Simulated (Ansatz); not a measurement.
MnS:

```xyz
2
Lattice="0.0000 2.6045 2.6045 2.6045 0.0000 2.6045 2.6045 2.6045 0.0000" Properties=species:S:1:pos:R:3 pbc="T T T"
Mn    0.0000    0.0000    0.0000
S     2.6045    2.6045    2.6045
```

| Quantity | Value |
| --- | --- |
| Program | Ansatz 0.2.0 |
| Task | relaxation of cell and atoms |
| Functional | PBE |
| Dispersion | D4 |
| Potentials or basis | Ansatz PAW |
| Cutoff | 420 eV (not typed: the program's choice for these potentials) |
| k mesh | 9 × 9 × 9 |
| Occupations | fermi-dirac, width 0.05 eV |
| Spin | collinear spin, ferromagnetic start |
| Starting moments | [4.0, 0.0] μB |

At the start: volume 17.67 Å³/atom.

Task: Where does the relaxation end?

Result: It ends after 6 steps and the volume is 15.19 Å³/atom (-14.0 %); space group Fm-3m (No. 225, to 0.05 Å); moment 4.12 μB per cell.

Step by step:
```tsv
step	energy change (eV)	largest force (eV/Å)	volume (Å³)
1	0.0000	0.0000	35.33
2	-0.0706	0.0000	32.93
3	-0.0935	0.0000	30.84
4	-0.0943	0.0000	30.46
5	-0.0943	0.0000	30.38
6	-0.0929	0.0000	30.38
```

Final structure:
```xyz
2
Lattice="0.0000 2.4767 2.4767 2.4767 0.0000 2.4767 2.4767 2.4767 0.0000" Properties=species:S:1:pos:R:3 pbc="T T T"
Mn    0.0000    0.0000    0.0000
S     2.4767    2.4767    2.4767
```

Caveat: the plane-wave basis is chosen anew once the cell has moved, so the energies of steps on either side of that aren't comparable; the volume moved by -14 % from the deposited cell, more than functionals usually miss; a cell with one magnetic atom can't hold antiferromagnetic order, which such compounds often take; pairwise dispersion overbinds metals, which lowers pressure and volume.
